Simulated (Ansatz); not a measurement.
# MoS2: the cost of one run

Method: DFT PBE+U (U = 5 eV, J = 0.7 eV on Mo d), plane waves, PAW, in Ansatz 0.2.0.

## (1) The structure to begin with

It takes space group Fm-3m (No. 225, cubic). Conventional cell: a = 5.992 Å, b = 5.992 Å, c = 5.992 Å, α = 90.00°, β = 90.00°, γ = 90.00°. Mo (site symmetry m-3m) has 8 S at 2.59 Å in its first shell of neighbours. S (site symmetry -43m) has 4 Mo at 2.59 Å in its first shell of neighbours.

Structure file:

```cif
data_structure
_symmetry_space_group_name_H-M 'P 1'
_symmetry_Int_Tables_number 1
_cell_length_a 4.2369
_cell_length_b 4.2369
_cell_length_c 4.2369
_cell_angle_alpha 60.000
_cell_angle_beta 60.000
_cell_angle_gamma 60.000
_cell_volume 53.78
loop_
_atom_site_label
_atom_site_type_symbol
_atom_site_fract_x
_atom_site_fract_y
_atom_site_fract_z
_atom_site_occupancy
Mo1 Mo 0.00000 0.00000 0.00000 1
S1 S 0.25000 0.25000 0.25000 1
S2 S 0.75000 0.75000 0.75000 1
```

Magnetic order typed: ferromagnetic.

An earlier series on this cell reached its lowest free state from «from atoms, default search», perhaps among other starts.

## (2) Random orbitals: single harmonics, second filling

Contents of input.yaml:

```yaml
crystal:
  lattice:
    - [0.0, 2.99595142, 2.99595142]
    - [2.99595142, 0.0, 2.99595142]
    - [2.99595142, 2.99595142, 0.0]
  atoms:
    - { symbol: Mo, position: [0.0, 0.0, 0.0], spin: 0.3 }
    - { symbol: S, position: [0.25, 0.25, 0.25] }
    - { symbol: S, position: [0.75, 0.75, 0.75] }
basis:
  ecutwfc: 420
  ecutrho_ratio: 4
kpoints:
  mp_grid: { grid: [6, 6, 6] }
hamiltonian:
  xc: pbe
  hubbard:
    sites:
      - { site: 0, l: d, u: 5.0, j: 0.7, starting_ns: [{ spin: up, occupation_matrix: s0up }, { spin: down, occupation_matrix: s0down }] }
    occupation_matrices:
      s0up:
        matrix:
          - [0.02, 0.0, 0.0, 0.0, 0.0]
          - [0.0, 0.02, 0.0, 0.0, 0.0]
          - [0.0, 0.0, 0.97, 0.0, 0.0]
          - [0.0, 0.0, 0.0, 0.02, 0.0]
          - [0.0, 0.0, 0.0, 0.0, 0.02]
      s0down:
        matrix:
          - [0.02, 0.0, 0.0, 0.0, 0.0]
          - [0.0, 0.02, 0.0, 0.0, 0.0]
          - [0.0, 0.0, 0.02, 0.0, 0.0]
          - [0.0, 0.0, 0.0, 0.97, 0.0]
          - [0.0, 0.0, 0.0, 0.0, 0.02]
    ns_hold: { iters: 12 }
scf:
  occupations: { method: gaussian, width: 0.05 }
  lower_state_search: "off"
  max_iter: 150
output:
  forces: true
  stress: true
  eigenvalues: true
  populations: true
  hubbard: { sites: [{ site: 0, l: d }] }
magnetization:
  spin_polarized: true
```

The typed matrices put 0.97 on the chosen orbitals and 0.02 on the others, and are held for 12 cycles.

Started as:

```console
$ ansatz run input.yaml --threads 2 --pin off --max-ram 3072MiB --backend cpu --events-out ev --progress --plain --runs-dir out
```

**Question.** How long does this run take on 2 threads of Arm Neoverse N1, shared host, and how much memory does it need?

About 16 s, with a peak of 0.45 GiB.
